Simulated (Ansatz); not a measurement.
The following input was run with Ansatz 0.2.0.

```yaml
crystal:
  lattice:
    - [0.0, 3.5459627939, 3.5459627939]
    - [3.5459627939, 0.0, 3.5459627939]
    - [3.5459627939, 3.5459627939, 0.0]
  atoms:
    - { symbol: K, position: [0.0, 0.0, 0.0] }
    - { symbol: I, position: [0.5, 0.5, 0.5] }
basis:
  ecutwfc: 500
kpoints:
  mp_grid: { grid: [6, 6, 6] }
  band_path:
    path:
      - [[0.0, 0.0, 0.0], [0.5, 0.0, 0.5], [0.625, 0.25, 0.625]]
      - [[0.375, 0.375, 0.75], [0.0, 0.0, 0.0], [0.5, 0.5, 0.5], [0.5, 0.25, 0.75], [0.5, 0.0, 0.5]]
    npoints: 14
hamiltonian:
  xc: r2scan
scf:
  occupations: { method: gaussian, width: 0.02 }
  n_extra_bands: 6
output:
  forces: true
  stress: true
  eigenvalues: true
  populations: true
  dos: { projected: true, de: 0.02, nscf_kmesh: { grid: [9, 9, 9] } }
  bader: true
  write_density: true
  write_potential: true
  elf: true
  volumetric_format: npy
```

Run as
```bash
ansatz run input.yaml --threads 1 --pin off --max-ram 2560MiB --backend cpu --events-out ev --progress --plain --runs-dir out
```

All numbers below come from DFT r2SCAN, scalar-relativistic, plane waves, PAW in Ansatz 0.2.0.

From the run's log, abridged (final results; tables in files aren't shown):

```
SCF 1 converged in 6 iterations: F = -9073.921438 eV  dr2 = 6.71e-9
SCF converged after 6 iterations
Free energy (F): -9073.921438 eV
Harris-Foulkes:  -9073.921438 eV  (|F-HF|=5.44e-9)
Internal energy: -9073.921438 eV  (E = F + TS)
E sigma→0 (E₀):  -9073.921438 eV
Fermi energy:    4.129033 eV
--- Per-component energies (eV) ---
  E_band       = -545.903216
  E_kinetic    = 442.624463
  E_local      = -2841.564982  (includes V_loc(G=0)·N_el)
  E_nonlocal   = -77.389538
  E_hartree    = 1345.795318
  E_xc         = -255.013129
  E_vxc        = -326.321788  (∫ρ·V_xc dr)
  E_paw        = -5627.510754  (= ΣΔE_a)
  E_vpaw       = -454.362745  (= ΣTr[D̂ρ^β])
  E_aug_tail   = -0.000036  (compensation charges beyond the density's cutoff)
  E_vtau       = 19.525233  (kinetic-family band-sum trace: ∫τ·v_τ [+ j·A + Jᵃ·Aᵃ] dr)
  E_ewald      = -2060.739649
  E_core_change = -0.123132  (= ΣΔE_core)
  E_smearing   =  0.000000  (= −TS)
--- Forces (eV/Å), atoms counted from 1 ---
  atom   1  K      0.00000000     0.00000000     0.00000000
  atom   2  I      0.00000000     0.00000000     0.00000000
--- Stress (GPa, compression-positive) ---
        0.002816       0.000000       0.000000
        0.000000       0.002816       0.000000
        0.000000       0.000000       0.002816
  P = ⅓ Tr σ = 0.0028 GPa (0.028 kbar)
--- Band table (eV; the first three rows and the last of 16) ---
  k-point 0: bands = ["-41.7458", "-41.7458", "-41.7421", "-41.7421", "-41.7421", "-27.7649", "-10.4788", "-10.4788", "-10.4788", "-8.9514", "1.8379", "1.8379", "1.8379", "6.4201", "8.9046", "8.9046", "8.9046", "9.7521", "9.7521"]
  k-point 1: bands = ["-41.7458", "-41.7458", "-41.7421", "-41.7421", "-41.7421", "-27.7645", "-10.5194", "-10.4793", "-10.4793", "-8.8776", "1.4391", "1.7505", "1.7505", "7.0275", "8.7932", "9.2069", "9.2069", "10.0705", "10.0705"]
  k-point 2: bands = ["-41.7458", "-41.7458", "-41.7421", "-41.7421", "-41.7421", "-27.7635", "-10.5919", "-10.4802", "-10.4802", "-8.7363", "0.8101", "1.5874", "1.5874", "7.7227", "9.4335", "9.9395", "9.9395", "10.9099", "10.9099"]
  k-point 15: bands = ["-41.7459", "-41.7458", "-41.7421", "-41.7421", "-41.7421", "-27.7624", "-10.5208", "-10.5153", "-10.5025", "-8.7576", "0.9679", "1.2779", "1.3077", "7.9872", "8.9434", "9.7854", "10.9054", "11.1380", "12.1586"]
--- Löwdin populations: 2 sites ---
  site symbol q [e]
     0      K      8.2923
     1      I     17.6618
  spilling = 0.001767 (of n_electrons = 26.000000)
--- Bader charges: 2 sites ---
  site symbol charge [e]  shift [e]
     0      K      0.8368     0.0000
     1      I     -0.8368     0.0000
  estimated error of the sums over rays = 9.5e-5 e
```

The run converged.

It took 21 s on 1 thread of Arm Neoverse V1, on a shared host, peak memory 0.59 GiB.